At a sample bias of +2.75 V the apparent barrier of this WS₂ monolayer goes the wrong way. From −2.95 V up to +2.15 V it falls at every step, because states closer to the vacuum level, filled or empty, tend to leak further out. The last step brings in still higher states, yet the barrier rises by 0.10 eV. These states decay faster than the average of those already counted, although they lie higher.

Tersoff-Hamann STM of a free-standing WS₂ monolayer, computed with Ansatz 0.2.0 using scalar-relativistic PBE+D3(BJ), PAW, a 420 eV plane-wave cutoff, a 39 × 39 × 1 k mesh and 0.05 eV Gaussian smearing. Bias is relative to mid-gap. Mean density and brightest spot are taken 3 Å above the top atom; corrugation is at constant density, set to the mean of that plane.

| bias (V) | log10 mean density (log10 of e/angstrom^3) | corrugation (Å) | brightest over | apparent barrier at 4 angstrom (eV) |
| --- | --- | --- | --- | --- |
| -2.950 | -3.887 | 0.330 | S | 7.042 |
| -2.150 | -4.222 | 0.294 | S | 6.316 |
| -1.550 | -4.368 | 0.191 | S | 5.900 |
| -1.200 | -4.676 | 0.144 | S | 5.590 |
| 1.200 | -4.200 | 0.068 | between | 4.668 |
| 1.550 | -3.586 | 0.059 | S | 4.296 |
| 2.150 | -3.305 | 0.031 | flat | 3.904 |
| 2.750 | -3.171 | 0.066 | between | 4.001 |

**What the barrier measures**

The tip in this calculation sees the electron density of all states between mid-gap and the bias. For the barrier, this density is averaged over a plane above the sheet. The average dies off with height roughly as $e^{-\lambda z}$, and the apparent barrier is the decay rate $\lambda$ restated as an energy. For one state of energy $E$ in a flat vacuum potential $V_\mathrm{vac}$, the Schrödinger equation gives

$$\frac{\hbar^2}{2m}\left(\frac{\lambda}{2}\right)^2 = (V_\mathrm{vac}-E) + \frac{\hbar^2 k^2}{2m}.$$

The first term on the right is the depth of the state below the vacuum level. The second is the kinetic energy of its motion along the sheet, with lateral wave number $k$. Energy tied up in sideways motion does not help the electron to get out, so a state with large $k$ clings to the surface.

Light totally reflected inside a glass block behaves in the same way. At fixed colour, a more grazing ray has a larger wave number along the face, and its field outside the glass dies off over a shorter distance. The likeness ends with the crystal: a ray has one lateral wave number, while a crystal state is a sum of several, of which the smallest survives furthest out.

**A smooth reference without sideways motion**

To size the breaks, drop the $k$ term and let every state decay by its depth alone. Each bias window is placed at its middle energy, and a row's decay is the mean over its windows, weighted by the densities computed at 4 Å. This reference has no fitted constant, though it borrows those weights from the calculation. The output below compares it with every row.

It comes within about 0.25 eV of the computed barrier from −2.15 to −1.20 V. At −2.95 V it is 0.4 eV too low, and on the whole empty side it is 0.8 to 1.1 eV too low. Depth alone therefore describes the states nearest the filled edge, loses ground further down (the miss drifts from −0.22 eV at −1.20 V to +0.25 eV at −2.15 V) and fails for the empty ones.

A straight line through all eight rows looks better, with an rms miss of 0.18 eV. Its slope, about −0.5 eV per volt, is not a property of any state. It blends the energy term, the changing lateral motion and the dilution of each new window by the earlier ones.

**The break at +2.75 V**

Depth alone predicts a fall of 0.22 eV in the last step, so the computed rise amounts to a break of 0.32 eV. The cause becomes visible when the +2.15 V density is subtracted from the +2.75 V density, which leaves only the newly added states. In units of $10^{-6}$ electrons per Å³, this gives at 4 and 5 Å above the top atom

$$88.987-67.514=21.473,\qquad 11.389-8.825=2.564.$$

The decay rate is $\lambda=\ln(21.473/2.564)\approx 2.13$ per Å. With $\hbar^2/2m=3.81$ eV Å², the added states have a barrier of their own of 4.3 eV. Their middle energy is 2.45 eV above mid-gap and the vacuum level lies at 4.73 eV, so depth accounts for only $4.73-2.45=2.28$ eV. The remaining 2.0 eV is uncertain by 0.3 eV, half the width of the window.

In the window before, the same subtraction leaves an excess of only 0.7 eV. Going up by one window thus saves 0.6 eV of depth but costs about 1.3 eV of excess. The new states supply only a quarter of the density at 4 Å, yet they decay fast enough to turn the average round.

The subtraction establishes the excess; the reading as lateral motion comes from the equation, which has no other term to hold it. A potential that is not yet flat at these heights pulls the barrier down, not up. That is seen here: at −1.20 V the computed decay rate still grows with height, whereas a mixture of states would decay more slowly further out. The excesses are therefore likely to be somewhat too small. Read this way, 2.0 eV corresponds to a wave number a little over half of the way from the zone centre Γ to the corner K. That is an average in which slowly decaying states count most, so it does not identify a band.

**The same break among the filled states**

The step from −1.55 to −2.15 V hides a similar break, because here faster decay and greater depth push the barrier the same way. The barrier grows by 0.42 eV where depth alone gives 0.12 eV. This break stands out less than the one at +2.75 V, since the neighbouring filled steps also outrun the reference, by 0.17 and 0.18 eV. The states added in this step carry an excess of about 1.5 eV, against 0.3 eV in the window above them and 0.7 eV in the one below.

The image brightness shows it too. The number of states in reach grows by a factor of 2.8, but the mean density at 3 Å grows only by a factor of 1.4. Most of the added states are present in the sheet and hardly present at the tip.

**The largest break lies across the gap**

Between −1.20 and +1.20 V the barrier ought to drop by 2.2 eV if depth were all that mattered. It drops by 0.9 eV. The filled states nearest the gap show no excess within the uncertainty, while the empty ones nearest the gap carry about 1.1 eV. Tunnelling out of the filled edge is governed by states with little sideways motion, and tunnelling into the empty edge by states with a good deal of it.

A state exactly at K would carry 6.7 eV of lateral energy, so K states cannot dominate the tail at either edge. Yet K is where both band edges of this monolayer are generally found. The likely carriers of the signal are valence states near Γ and conduction states between Γ and K; this assignment is inferred from the decay, not read from a band plot. The state counts point the same way: the edge windows hold 0.19 (filled) and 0.33 (empty) electrons per cell, more than the light K valleys are expected to hold within 0.24 eV of the edge. A side valley halfway to K would carry a quarter of the K value, about 1.7 eV, so the 1.1 eV matches it only roughly.

Spin-orbit coupling is left out here. It splits the valence states at K by roughly 0.4 eV, more than the 0.24 eV by which the −1.20 V window reaches into the valence band. The mix of states in that row would therefore change.

**What happens to the image**

In both breaking windows the corrugation grows as well: by half on the filled side, and by a factor of two at +2.75 V, where the brightest spot sits over the empty hollow. This fits the same cause, though the totals alone do not prove it: the corrugation grows at every step into the filled side, and the doubling starts from the nearly flat +2.15 V image and only returns to the size found at +1.20 V. Away from Γ, a state's lateral waves become more alike in length, so that several reach the tip together and interfere.

Lateral motion is not the whole story of contrast, however. The row at −1.20 V, with no excess, is more corrugated than any row on the empty side. Corrugation is best used as a companion to the decay, not as a substitute for it.

**What to do about it**

Do not read an apparent barrier as a work function. In a simulation, take the mean density at two heights for several biases, and subtract the densities at neighbouring biases of the same sign, so that each group of states shows its own decay. A group that decays faster than its depth allows has lateral momentum, and a total barrier that rises with positive bias is the plain sign of it. In a measurement the tip's field also changes the barrier, so the sign is less clean there. A total that merely changes too quickly or too slowly, as at −2.15 V and across the gap, gives itself away only against a reference.

For a neighbouring semiconductor sheet the same reasoning starts from its band structure. States near Γ should follow their depth below vacuum, unless their symmetry cancels the part of the wave that is uniform along the sheet. States further out in the zone add their lateral energy, and the total barrier turns upward once newly added empty states decay faster than those already in the window.

The biases themselves should not be carried over to a measurement: this density functional makes the gap too small, doping moves the zero away from mid-gap, and the tip's field can bend the bands.

Output of the analysis:

```
Barrier of the rows in eV, steps taken from the row above:
    row  computed  energy only  computed less energy only  computed step  energy-only step  excess step
  -2.95     7.042        6.611                     0.4313            n/a               n/a          n/a
  -2.15     6.316        6.068                     0.2477         -0.726           -0.5424      -0.1836
  -1.55       5.9        5.945                   -0.04505         -0.416           -0.1233      -0.2927
   -1.2      5.59        5.808                    -0.2177          -0.31           -0.1373      -0.1727
    1.2     4.668        3.648                       1.02         -0.922            -2.159        1.237
   1.55     4.296        3.418                     0.8775         -0.372           -0.2299      -0.1421
   2.15     3.904         3.13                     0.7735         -0.392            -0.288       -0.104
   2.75     4.001        2.912                      1.089          0.097           -0.2181       0.3151
fit of barr on 8 rows: constant 5.201 +/- 0.074, coefficient of bias -0.5275 +/- 0.036; rms 0.181, worst -2.95 -0.285, leave-one-out rms 0.262
Each window alone, from the planes at 4 and 5 A:
    row  density per state at 4 A (1e-6 e/A^3)  share of the row's density (%)  own barrier (eV)  excess over energy term (eV)  uncertainty from window width (eV)
  -2.95                                  2.104                           45.97             7.972                        0.6938                                 0.4
  -2.15                                 0.7171                           19.88             8.061                         1.483                                 0.3
  -1.55                                  3.425                           46.81             6.354                        0.2506                               0.175
   -1.2                                  10.17                             100             5.729                      -0.07838                              0.1203
    1.2                                  21.76                             100             4.796                         1.147                              0.1203
   1.55                                  26.18                           77.47             4.248                         0.895                               0.175
   2.15                                  14.67                           52.22             3.612                        0.7337                                 0.3
   2.75                                  11.87                           24.13             4.301                         2.023                                 0.3
Lateral kinetic energy of a pure K state (eV): 6.695
Effective lateral momentum of the window ending at +2.75 V, as part of Gamma-K: 0.5498
Effective lateral momentum of the window ending at -2.15 V, as part of Gamma-K: 0.4707
Growth factor of the mean density at 3 A from -1.55 to -2.15 V: 1.4
Growth factor of the state count from -1.55 to -2.15 V: 2.831
Growth factor of the corrugation from -1.55 to -2.15 V: 1.539
Growth factor of the corrugation from +2.15 to +2.75 V: 2.129
```
